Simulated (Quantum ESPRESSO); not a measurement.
# Energy and gap at +3 % biaxial strain: 2H-WS2, 1 layer

How the rows were computed: Quantum ESPRESSO 7.5 driven by ASE, PBE, GBRV ultrasoft, ESM (bc1); atomic heights clamped; cell area 8.796 Å² at zero strain.

| strain (%) | energy (meV a cell) | gap on the mesh (eV) |
| --- | --- | --- |
| −3 | 122.40 | 1.985 |
| −1.5 | 30.45 | 1.984 |
| 0 | 0.00 | 1.812 |
| +1.5 | 24.44 | 1.585 |

To predict: What are energy and gap at +3 %, and how stiff is the sheet?

**Worked estimate.** About zero, E'' = (30.45 + 24.44 − 2 × 0.00)/1.5² = 24.40 meV per %² and E' = (24.44 − 30.45)/3 = −2.00 meV per %. With E = A K ε², where K = (C11 + C22)/2 + C12 (C11 + C12 for a hexagonal sheet), K = 24.40 × 10/(2 × 8.796) × 16.02 = 222 N/m. The parabola gives E(+3 %) = 0.00 + 3 × (−2.00) + 4.5 × 24.40 = 103.8 meV. Continuing the last slope, the gap is 2 × 1.585 − 1.812 = 1.358 eV.

**The withheld run.** E = 97.9 meV and the gap 1.343 eV. The parabola misses by +5.9 meV, too high, since bonds soften under tension. The gap's line misses by +0.015 eV.

Caveats: Clamped heights stiffen sheets with several planes. Semilocal gap, no spin-orbit coupling.
